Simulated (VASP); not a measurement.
# Ga2O3 (R-3c) in VASP: further runs

One crystal, Ga2O3, is run at these levels: PBE; tasks: relaxation of cell and atoms.

All numbers are computed with VASP 6.6.1; they aren't measurements. Logs are shortened: lines on timing, memory, paths and dates and some standing lists are left out, and cuts for length are marked.

### 1 Starting point

The structure is trigonal, space group R-3c (No. 167). The conventional cell has a = 4.999 Å, b = 4.999 Å, c = 13.501 Å, α = 90.00°, β = 90.00°, γ = 120.00°. Ga (site symmetry 3) is surrounded by 6 O at 1.93 to 2.08 Å. O (site symmetry 2) is surrounded by 4 Ga at 1.93 to 2.08 Å.

### 2 Relaxation of cell and atoms, PBE

The input, INCAR:

```
PREC = Accurate ; ENCUT = 300
EDIFF = 1E-6 ; ISMEAR = 0
SIGMA = 0.03 ; LREAL = F
LASPH = T ; NELM = 80
ALGO = Normal ; ISIF = 3
LWAVE = F ; LCHARG = F
GGA = PE ; IBRION = 2
NSW = 90 ; EDIFFG = -0.01
KPAR = 2
```

The input, KPOINTS:

```
Automatic mesh
0
Gamma
  5 5 4
```

The input, POSCAR:

```
Ga2O3
1.0
    2.4997250000      1.4432169017      4.5003166667
   -2.4997250000      1.4432169017      4.5003166667
    0.0000000000     -2.8864338033      4.5003166667
Ga O
4 6
Direct
    0.3559600000      0.3559600000      0.3559600000
    0.1440400000      0.1440400000      0.1440400000
    0.6440400000      0.6440400000      0.6440400000
    0.8559600000      0.8559600000      0.8559600000
    0.5526000000      0.9474000000      0.2500000000
    0.2500000000      0.5526000000      0.9474000000
    0.9474000000      0.2500000000      0.5526000000
    0.4474000000      0.0526000000      0.7500000000
    0.7500000000      0.4474000000      0.0526000000
    0.0526000000      0.7500000000      0.4474000000
```

Potentials or basis: VASP PAW PBE potentials, release 64 (Ga_d, O_s).

On the command line:

```console
$ cat potpaw_PBE.64/Ga_d/POTCAR potpaw_PBE.64/O_s/POTCAR > POTCAR
$ mpirun -np 2 vasp_std > vasp.out
```

OUTCAR:

```text
PREC = Accurate
   ENCUT = 300
   EDIFF = 1E-6
   ISMEAR = 0
   LREAL = F
   LASPH = T
   NELM = 80
   ISIF = 3
   GGA = PE
   IBRION = 2
   NSW = 90
   EDIFFG = -0.01

 ion  position               nearest neighbor table
   1  0.356  0.356  0.356-  10 1.93   8 1.93   9 1.93   5 2.08   6 2.08   7 2.08   2 2.86
   2  0.144  0.144  0.144-   9 1.93   8 1.93  10 1.93   5 2.08   7 2.08   6 2.08   1 2.86
   3  0.644  0.644  0.644-   7 1.93   5 1.93   6 1.93   8 2.08   9 2.08  10 2.08   4 2.86
   4  0.856  0.856  0.856-   6 1.93   5 1.93   7 1.93   8 2.08  10 2.08   9 2.08   3 2.86
   5  0.553  0.947  0.250-   3 1.93   4 1.93   1 2.08   2 2.08
   6  0.250  0.553  0.947-   4 1.93   3 1.93   1 2.08   2 2.08
   7  0.947  0.250  0.553-   3 1.93   4 1.93   2 2.08   1 2.08
   8  0.447  0.053  0.750-   1 1.93   2 1.93   3 2.08   4 2.08
   9  0.750  0.447  0.053-   2 1.93   1 1.93   3 2.08   4 2.08
  10  0.053  0.750  0.447-   1 1.93   2 1.93   4 2.08   3 2.08

  LATTYP: Found a trigonal (rhomboedric) cell.
 ALAT       =     5.3464334094
 COS(alpha) =     0.5627939742

  Lattice vectors:

 A1 = (   2.4997250000,   1.4432169017,   4.5003166667)
 A2 = (  -2.4997250000,   1.4432169017,   4.5003166667)
 A3 = (   0.0000000000,  -2.8864338033,   4.5003166667)

Analysis of symmetry for initial positions (statically):
=====================================================================
 Subroutine PRICEL returns:
 Original cell was already a primitive cell.

 Routine SETGRP: Setting up the symmetry group for a
 trigonal (rhombohedral) supercell.

 Subroutine GETGRP returns: Found 12 space group operations
 (whereof  6 operations were pure point group operations)
 out of a pool of 12 trial point group operations.

The static configuration has the point symmetry S_6 .
 The point group associated with its full space group is D_3d.

Analysis of symmetry for dynamics (positions and initial velocities):
=====================================================================
 Subroutine PRICEL returns:
 Original cell was already a primitive cell.

 Routine SETGRP: Setting up the symmetry group for a
 trigonal (rhombohedral) supercell.

 Subroutine GETGRP returns: Found 12 space group operations
 (whereof  6 operations were pure point group operations)
 out of a pool of 12 trial point group operations.

The dynamic configuration has the point symmetry S_6 .
 The point group associated with its full space group is D_3d.

 Subroutine INISYM returns: Found 12 space group operations
 (whereof  6 operations are pure point group operations),
 and found     1 'primitive' translations

----------------------------------------------------------------------------------------

                                     Primitive cell

  volume of cell :      97.4133

  direct lattice vectors                    reciprocal lattice vectors
     2.499725000  1.443216902  4.500316667     0.200022002  0.115482757  0.074068862
    -2.499725000  1.443216902  4.500316667    -0.200022002  0.115482757  0.074068862
     0.000000000 -2.886433803  4.500316667     0.000000000 -0.230965514  0.074068862

  length of vectors
     5.346433409  5.346433409  5.346433409     0.242551572  0.242551572  0.242551572

  position of ions in fractional coordinates (direct lattice)
     0.355960000  0.355960000  0.355960000
     0.144040000  0.144040000  0.144040000
     0.644040000  0.644040000  0.644040000
     0.855960000  0.855960000  0.855960000
     0.552600000  0.947400000  0.250000000
     0.250000000  0.552600000  0.947400000
     0.947400000  0.250000000  0.552600000
     0.447400000  0.052600000  0.750000000
     0.750000000  0.447400000  0.052600000
     0.052600000  0.750000000  0.447400000

  ion indices of the primitive-cell ions
   primitive index   ion index
                 1           1
                 2           2
                 3           3
[... 37 lines left out ...]
|                                                                             |
|     Your reciprocal lattice and k-lattice belong to different lattice       |
|     classes:                                                                |
|                                                                             |
|        The reciprocal lattice is rhombohedral (trigonal),                   |
|        whereas your k-lattice is base-centered monoclinic.                  |
|                                                                             |
|     Results are often still useful ...                                      |
|                                                                             |
 -----------------------------------------------------------------------------

 WARNING: IBZKPT: internal override: KBLOWUP is changed to .FALSE.
      ... skipping the blow-up phase ...

 Subroutine IBZKPT returns following result:
 ===========================================

 Found     33 irreducible k-points:

 Following reciprocal coordinates:
            Coordinates               Weight
  0.000000  0.000000  0.000000      1.000000
  0.200000 -0.000000  0.000000      4.000000
  0.400000 -0.000000  0.000000      4.000000
  0.200000  0.200000  0.000000      2.000000
  0.400000  0.200000  0.000000      4.000000
 -0.400000  0.200000 -0.000000      4.000000
[... 16 lines left out ...]
 -0.200000 -0.400000  0.250000      4.000000
 -0.200000 -0.200000  0.250000      2.000000
 [... further k-points ...]
   k-points           NKPTS =     33   k-points in BZ     NKDIM =     33   number of bands    NBANDS=     52
   number of dos      NEDOS =    301   number of ions     NIONS =     10
   total plane-waves  NPLWV =  27000
   dimension x,y,z NGX =    30 NGY =   30 NGZ =   30
   dimension x,y,z NGXF=    60 NGYF=   60 NGZF=   60
   ions per type =               4   6
   NGX,Y,Z   is equivalent  to a cutoff of   9.33,  9.33,  9.33 a.u.
   NGXF,Y,Z  is equivalent  to a cutoff of  18.66, 18.66, 18.66 a.u.
 SYSTEM =  unknown system
   PREC   = accura    normal or accurate (medium, high low for compatibility)
   ISTART =      0    job   : 0-new  1-cont  2-samecut
   ICHARG =      2    charge: 1-file 2-atom 10-const
   ISPIN  =      1    spin polarized calculation?
   LNONCOLLINEAR =      F non collinear calculations
   LSORBIT =      F    spin-orbit coupling
   LASPH  =      T    aspherical Exc in radial PAW
   ENCUT  =  300.0 eV  22.05 Ry    4.70 a.u.   7.55  7.55  7.55*2*pi/ulx,y,z
   NELM   =     80;   NELMIN=  2; NELMDL= -5     # of ELM steps
   EDIFF  = 0.1E-05   stopping-criterion for ELM
   LREAL  =      F    real-space projection
   EDIFFG = -.1E-01   stopping-criterion for IOM
   NSW    =     90    number of steps for IOM
   IBRION =      2    ionic relax: 0-MD 1-quasi-New 2-CG
   NFREE  =      1    steps in history (QN), initial steepest desc. (CG)
   ISIF   =      3    stress and relaxation
   ISYM   =      2    0-nonsym 1-usesym 2-fastsym
   POTIM  = 0.5000    time-step for ionic-motion
   TEBEG  =    0.0;   TEEND  =   0.0 temperature during run
   PSTRESS=    0.0 pullay stress
   NELECT =      88.0000    total number of electrons
   NUPDOWN=      -1.0000    fix difference up-down
   EMIN   =  10.00;   EMAX   =-10.00  energy-range for DOS
   EFERMI =   0.00;   METHOD = LEGACY
   ISMEAR =     0;   SIGMA  =   0.03  broadening in eV -4-tet -1-fermi 0-gaus
   EFERMI_NEDOS =   21; number of points for ismear=-14 and -15
   IALGO  =     38    algorithm
   IMIX   =      4    mixing-type and parameters
     AMIX     =   0.40;   BMIX     =  1.00
     AMIX_MAG =   1.60;   BMIX_MAG =  1.00
  volume/ion in A,a.u.               =       9.74        65.74
  Fermi-wavevector in a.u.,A,eV,Ry     =   1.582570  2.990624 34.076181  2.504529
  Thomas-Fermi vector in A             =   2.682473
   LORBIT       =      0    0 simple, 1 ext, 2 COOP (PROOUT), +10 PAW based schemes
   GGA     = PE    functional components
   LHFCALC =     F    Hartree Fock is set to
   AEXX    =    0.0000 exact exchange contribution
   IVDW    =     0    specifies the selected vdW correction
   LEPSILON=     F    determine dielectric tensor
   LRPA    =     F    only Hartree local field effects (RPA)
 conjugate gradient relaxation of ions
 non-spin polarized calculation
 Gauss-broadening in eV      SIGMA  =   0.03
  energy-cutoff  :      300.00
  volume of cell :       97.41
 maximum number of plane-waves:      1160
 NGX is ok and might be reduce to    30
   NGX = 15   NGY = 15   NGZ = 15

--------------------------------------- Ionic step        1  -------------------------------------------

 number of electron      87.9999883 magnetization

 Free energy of the ion-electron system (eV)
  ---------------------------------------------------
  ext. energy  EPLUGINS =         0.00000000
  ---------------------------------------------------
  free energy    TOTEN  =       -59.27503484 eV

  energy without entropy =      -59.27503484  energy(sigma->0) =      -59.27503484

------------------------ aborting loop because EDIFF is reached ----------------------------------------

  FORCE on cell =-STRESS in cart. coord.  units (eV):
  Direction    XX          YY          ZZ          XY          YZ          ZX
  --------------------------------------------------------------------------------------
  -------------------------------------------------------------------------------------
  Total        4.2301897      4.2301897      2.9864833      0.0000000      0.0000000     -0.0000000
  in kB       69.5748468     69.5748468     49.1193381      0.0000000      0.0000000     -0.0000000
  external PRESSURE =      62.7563439 kB  Pullay stress =       0.0000000 kB
[... 163 lines left out ...]
--------------------------------------- Ionic step        5  -------------------------------------------

 number of electron      88.0000000 magnetization

 Free energy of the ion-electron system (eV)
  ---------------------------------------------------
  ext. energy  EPLUGINS =         0.00000000
  ---------------------------------------------------
  free energy    TOTEN  =       -59.32544204 eV

  energy without entropy =      -59.32544204  energy(sigma->0) =      -59.32544204

 E-fermi :   4.6897     XC(G=0): -12.0067

 val. band max:        4.5046968070   @ k =  -0.2000   0.2000   0.0000
 cond. band min:       6.9852800414   @ k =   0.0000   0.0000   0.0000
 fundamental gap:      2.4805832344
 Fermi energy:         4.6897078273

 k-point     1 :       0.0000    0.0000    0.0000
  band No.  band energies     occupation
      1     -14.2129      2.00000
      2     -12.3207      2.00000
      3     -12.3207      2.00000
      4     -12.3009      2.00000
      5     -12.2834      2.00000
      6     -12.2834      2.00000
[... 1309 lines left out ...]
     51      15.0348      0.00000
     52      15.2917      0.00000

 [... further k-points ...]

------------------------ aborting loop because EDIFF is reached ----------------------------------------

  FORCE on cell =-STRESS in cart. coord.  units (eV):
  Direction    XX          YY          ZZ          XY          YZ          ZX
  --------------------------------------------------------------------------------------
  -------------------------------------------------------------------------------------
  Total        0.0711473      0.0711473     -0.0045724      0.0000000     -0.0000000     -0.0000000
  in kB        1.1410973      1.1410973     -0.0733352      0.0000000     -0.0000000     -0.0000000
  external PRESSURE =       0.7362865 kB  Pullay stress =       0.0000000 kB
[... 25 lines left out ...]
  FREE ENERGIE OF THE ION-ELECTRON SYSTEM (eV)
  ---------------------------------------------------
  free  energy   TOTEN  =       -59.3254420371 eV

  energy  without entropy=      -59.3254420371  energy(sigma->0) =      -59.32544204

 reached required accuracy - stopping structural energy minimisation
```

Run time: 2.5 min. Hardware: 2 MPI ranks of Intel Xeon Platinum 8488C (Sapphire Rapids), shared host; peak memory 0.18 GiB.

The run converged, but some of its settings lie outside the range that counts as converged, so its numbers aren't taken as properties of the crystal.

What came out:

| Quantity | Value |
| --- | --- |
| Free energy | -59.3254 eV |
| Relaxed volume | 9.99 Å³/atom |
| Relaxed cell | a = 5.383 Å, b = 5.383 Å, c = 5.383 Å, α = 55.92°, β = 55.92°, γ = 55.92° |
| Space group after relaxing (to 0.05 Å) | R-3c (No. 167) |
| Energy gained by relaxing | 5.0 meV/atom |
| Ionic steps | 5 |
| Largest force after relaxing | 0.005 eV/Å |
| Band gap on the k mesh | 2.48 eV, indirect (least direct gap 2.71 eV) |

Caveat: the cutoff is under 1.25 times the usual one of these potentials, so pressure, stress and relaxed cells hold a basis-set (Pulay) error; an odd mesh through Γ misses points on the zone boundary, where band edges often lie.

### 3 Relaxation of cell and atoms, PBE

This run uses another cell than the first one, of 9.99 Å³/atom, 1.025 times its volume.

The input, INCAR:

```
PREC = Accurate ; ENCUT = 300
EDIFF = 1E-7 ; ISMEAR = 0
SIGMA = 0.03 ; LREAL = F
LASPH = T ; NELM = 80
ALGO = Normal ; ISIF = 3
LWAVE = F ; LCHARG = F
GGA = PE ; IBRION = 2
NSW = 90 ; EDIFFG = -0.005
KPAR = 2
```

KPOINTS is that of step 2.

The input, POSCAR:

```
Ga2O3                                   
1.0
    2.5241375089      1.4573114703      4.5261578834
   -2.5241375089      1.4573114703      4.5261578834
   -0.0000000000     -2.9146229404      4.5261578834
  Ga              O             
     4     6
Direct
     0.3559048179261867    0.3559048179261867    0.3559048179261867
     0.1440951820738133    0.1440951820738133    0.1440951820738133
     0.6440951820738133    0.6440951820738133    0.6440951820738133
     0.8559048179261867    0.8559048179261867    0.8559048179261867
     0.5528408153716329    0.9471591846283671    0.2500000000000000
     0.2500000000000001    0.5528408153716329    0.9471591846283671
     0.9471591846283671    0.2500000000000000    0.5528408153716329
     0.4471591846283671    0.0528408153716329    0.7500000000000000
     0.7500000000000000    0.4471591846283671    0.0528408153716329
     0.0528408153716329    0.7500000000000000    0.4471591846283670
```

Potentials or basis: VASP PAW PBE potentials, release 64 (Ga_d, O_s).

On the command line:

```console
$ cat potpaw_PBE.64/Ga_d/POTCAR potpaw_PBE.64/O_s/POTCAR > POTCAR
$ mpirun -np 2 vasp_std > vasp.out
```

Run time: 92 s. Hardware: 2 MPI ranks of Intel Xeon Platinum 8488C (Sapphire Rapids), shared host; peak memory 0.19 GiB.

These settings aren't checked as converged: the numbers below hold their error.

What came out:

* Free energy: -59.3628 eV
* Relaxed volume: 10.02 Å³/atom
* Relaxed cell: a = 5.388 Å, b = 5.388 Å, c = 5.388 Å, α = 55.94°, β = 55.94°, γ = 55.94°
* Space group after relaxing (to 0.05 Å): R-3c (No. 167)
* Energy gained by relaxing: 0.1 meV/atom
* Ionic steps: 3
* Largest force after relaxing: 0.003 eV/Å
* Band gap on the k mesh: 2.45 eV, indirect (least direct gap 2.67 eV)

Caveat: the cutoff is under 1.25 times the usual one of these potentials, so pressure, stress and relaxed cells hold a basis-set (Pulay) error; an odd mesh through Γ misses points on the zone boundary, where band edges often lie.
